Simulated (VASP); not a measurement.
A run of VASP 6.6.1:

Contents of INCAR:

```
PREC = Accurate ; ENCUT = 600
EDIFF = 1E-7 ; ISMEAR = 0
SIGMA = 0.03 ; LREAL = F
LASPH = T ; NELM = 80
ALGO = Normal ; ISIF = 4
LWAVE = F ; LCHARG = F
METAGGA = R2SCAN ; LMIXTAU = T
IBRION = 2 ; NSW = 40
EDIFFG = -0.01 ; KPAR = 2
```

Contents of KPOINTS:

```
Automatic mesh
0
Gamma
  8 8 8
```

Contents of POSCAR:

```
BaTiO3                                  
1.0
    4.0136718557      0.0000000000      0.0000000000
    0.0000000000      4.0136718557      0.0000000000
    0.0000000000      0.0000000000      4.1422230024
  Ba              Ti              O             
     1     1     3
Direct
     0.0000000000000000    0.0000000000000000    0.9971689026408086
     0.5000000000000000    0.5000000000000000    0.4792036959588444
     0.5000000000000000    0.5000000000000000    0.0331038404906181
     0.5000000000000000    0.0000000000000000    0.5167617804548641
     0.0000000000000000    0.5000000000000000    0.5167617804548641
```

Potentials or basis: VASP PAW PBE potentials, release 64 (Ba_sv, Ti_sv, O).

Run with:

```sh
$ cat potpaw_PBE.64/Ba_sv/POTCAR potpaw_PBE.64/Ti_sv/POTCAR potpaw_PBE.64/O/POTCAR > POTCAR
$ mpirun -np 2 vasp_std > vasp.out
```

Hardware: 2 MPI ranks on Intel(R) Xeon(R) Platinum 8259CL CPU @ 2.50GHz (Skylake/Cascade Lake), on a shared host.

Estimate the wall time of this run.

Wall time 19 min on 2 MPI ranks on Intel(R) Xeon(R) Platinum 8259CL CPU @ 2.50GHz (Skylake/Cascade Lake), on a shared host, peak memory 0.32 GiB a rank. Counts: scf iterations 99, k points 75, ion steps 10.
